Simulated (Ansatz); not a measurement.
Stackings of close-packed layers of C (tetrahedral net, letters for double layers), each relaxed to a stress under 0.05 GPa; h and k mark layers whose two neighbours have the same or different letters; energies count from the stacking AB (P6_3/mmc).

These are results of Ansatz, DFT PBEsol, scalar-relativistic, plane waves, PAW, not measurements.

Cutoff 420 eV; k points 12×12×2 on the computed 12-atom cell (Γ-centred); Gaussian smearing, width 0.02 eV; no spin polarisation.

Start (ABCBCB (hkhhhk)):

```yaml
crystal:
  lattice:
    - [2.49881, 0.00000, 0.00000]
    - [-1.24941, 2.16404, 0.00000]
    - [0.00000, 0.00000, 12.48251]
  atoms:
    - { symbol: C, position: [0.00000, 0.00000, 0.00000] }
    - { symbol: C, position: [0.00000, 0.00000, 0.12500] }
    - { symbol: C, position: [0.33333, 0.66667, 0.16667] }
    - { symbol: C, position: [0.33333, 0.66667, 0.29167] }
    - { symbol: C, position: [0.66667, 0.33333, 0.33333] }
    - { symbol: C, position: [0.66667, 0.33333, 0.45833] }
    - { symbol: C, position: [0.33333, 0.66667, 0.50000] }
    - { symbol: C, position: [0.33333, 0.66667, 0.62500] }
    - { symbol: C, position: [0.66667, 0.33333, 0.66667] }
    - { symbol: C, position: [0.66667, 0.33333, 0.79167] }
    - { symbol: C, position: [0.33333, 0.66667, 0.83333] }
    - { symbol: C, position: [0.33333, 0.66667, 0.95833] }
```

Give the relaxed structure and its energy.

The free energy falls by 1 meV/atom.

| Item | Value |
| --- | --- |
| excess energy (meV/atom) | -10.1 |
| spacing of like layers (Å) | 2.071 |
| a (Å) | 2.503 |
| gap on the mesh (eV) | 4.00 |

Relaxed structure:
```yaml
crystal:
  lattice:
    - [2.50317, 0.00000, 0.00000]
    - [-1.25159, 2.16781, 0.00000]
    - [0.00000, 0.00000, 12.42609]
  atoms:
    - { symbol: C, position: [0.00000, 0.00000, 0.99968] }
    - { symbol: C, position: [0.00000, 0.00000, 0.12532] }
    - { symbol: C, position: [0.33333, 0.66667, 0.16697] }
    - { symbol: C, position: [0.33333, 0.66667, 0.29060] }
    - { symbol: C, position: [0.66667, 0.33333, 0.33229] }
    - { symbol: C, position: [0.66667, 0.33333, 0.45780] }
    - { symbol: C, position: [0.33333, 0.66667, 0.49980] }
    - { symbol: C, position: [0.33333, 0.66667, 0.62520] }
    - { symbol: C, position: [0.66667, 0.33333, 0.66720] }
    - { symbol: C, position: [0.66667, 0.33333, 0.79271] }
    - { symbol: C, position: [0.33333, 0.66667, 0.83440] }
    - { symbol: C, position: [0.33333, 0.66667, 0.95803] }
```

The run took 2.2 min on 1 thread of Intel(R) Xeon(R) Processor @ 2.50GHz (Skylake/Cascade Lake), on a shared host, peak memory 0.37 GiB.